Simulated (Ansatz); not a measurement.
Ga2O3: O vacancy

The calculation used DFT PBEsol, scalar-relativistic, plane waves, PAW in Ansatz. Run with 420 eV cutoff, 2×2×2 k-mesh, shifted by half a step, Gaussian smearing of 0.01 eV, no spin polarisation.

Host crystal, relaxed:

```cif
data_structure
_symmetry_space_group_name_H-M 'P 1'
_symmetry_Int_Tables_number 1
_cell_length_a 6.3250
_cell_length_b 6.3250
_cell_length_c 5.8105
_cell_angle_alpha 103.298
_cell_angle_beta 103.298
_cell_angle_gamma 27.879
_cell_volume 105.60
loop_
_atom_site_label
_atom_site_type_symbol
_atom_site_fract_x
_atom_site_fract_y
_atom_site_fract_z
_atom_site_occupancy
Ga1 Ga 0.34127 0.34127 0.68542 1
Ga2 Ga 0.65873 0.65873 0.31458 1
Ga3 Ga 0.90948 0.90948 0.20460 1
Ga4 Ga 0.09052 0.09052 0.79540 1
O1 O 0.50377 0.50377 0.74407 1
O2 O 0.49623 0.49623 0.25593 1
O3 O 0.82678 0.82678 0.43723 1
O4 O 0.17322 0.17322 0.56277 1
O5 O 0.16528 0.16528 0.10959 1
O6 O 0.83472 0.83472 0.89041 1
```

Supercell of 40 atoms, rows in host cell vectors: 1 0 1; -1 2 0; -2 2 1. Atoms relax at the host's cell, keeping the symmetry that the supercell leaves at the site. The cell is small, so energies carry finite-size errors of tenths of an eV. The host's Kohn–Sham gap is 2.22 eV. Atoms are taken from and returned to the elements' standard states.

Defect: O vacancy at (0.504, 0.504, 0.744) of the host cell.

**Question.** What is the formation energy of the neutral defect?

**Answer.** 4.00 eV.

**Question.** Does the neutral defect carry a moment, and how do its surroundings relax?

**Answer.** The neutral run had no spin polarisation, so a moment wasn't tested. The nearest neighbours before are 2 Ga at 1.84 Å, 1 Ga at 1.94 Å; after relaxation the atoms near the site are 1 Ga at 1.60 Å, 1 Ga at 1.61 Å, 1 Ga at 2.11 Å, 1 O at 2.71 Å, 1 O at 2.78 Å, 1 O at 2.80 Å, 1 O at 2.86 Å, 1 O at 2.87 Å; the largest move is 0.26 Å.